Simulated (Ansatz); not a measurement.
**CdTe in Ansatz: convergence with basis error**

Crystal: CdTe.

```xyz
2
Lattice="0.0000 3.2050 3.2050 3.2050 0.0000 3.2050 3.2050 3.2050 0.0000" Properties=species:S:1:pos:R:3 pbc="T T T"
Te    4.8075    4.8075    4.8075
Cd    0.0000    0.0000    0.0000
```

| Property | Result |
| --- | --- |
| Program | Ansatz 0.2.0 |
| Task | convergence study |
| Functional | LDA |
| Potentials or basis | all-electron LAPW, scalar-relativistic |
| Cutoff | 169 eV (chosen from the basis error) |
| Basis error allowed | 0.03 eV/atom |
| k mesh | 7 × 7 × 7 |
| Occupations | fermi-dirac, width 0.05 eV |
| Spin | no spin polarisation |

These are the settings of the first run; the series varies basis error, with any setting tied to it.

Hardware: 1 thread of Intel(R) Xeon(R) 6975P-C (Granite Rapids), with other jobs on the host.

Q: The values tried are 0.03 eV/atom, 0.01 eV/atom, 0.003 eV/atom, 0.001 eV/atom, 0.0003 eV/atom, 0.0001 eV/atom, loosest first. From which on does the energy stay within 1 meV/atom of the tightest run that finished?

A: From 0.001 eV/atom on.

```
   basis error  energy less the tightest run, at zero smearing (meV/atom)  pressure (GPa)  SCF cycles  CPU time (s)  peak memory (GiB)
  0.03 eV/atom                                                      10.85            0.08           7             3               0.26
  0.01 eV/atom                                                       3.53            0.02           7           4.2               0.28
 0.003 eV/atom                                                       1.00            0.00           7           5.7                0.3
 0.001 eV/atom                                                       0.32           -0.01           7           6.8               0.32
0.0003 eV/atom                                                       0.07           -0.01           7           8.6               0.36
0.0001 eV/atom                                                       0.00           -0.01           7            11               0.41
```

Against the tightest run, the pressure stays within 0.1 GPa from 0.03 eV/atom on. The tightest run that finished is the yardstick and may itself not be fully converged.

The runs don't all hold the same shells in valence.
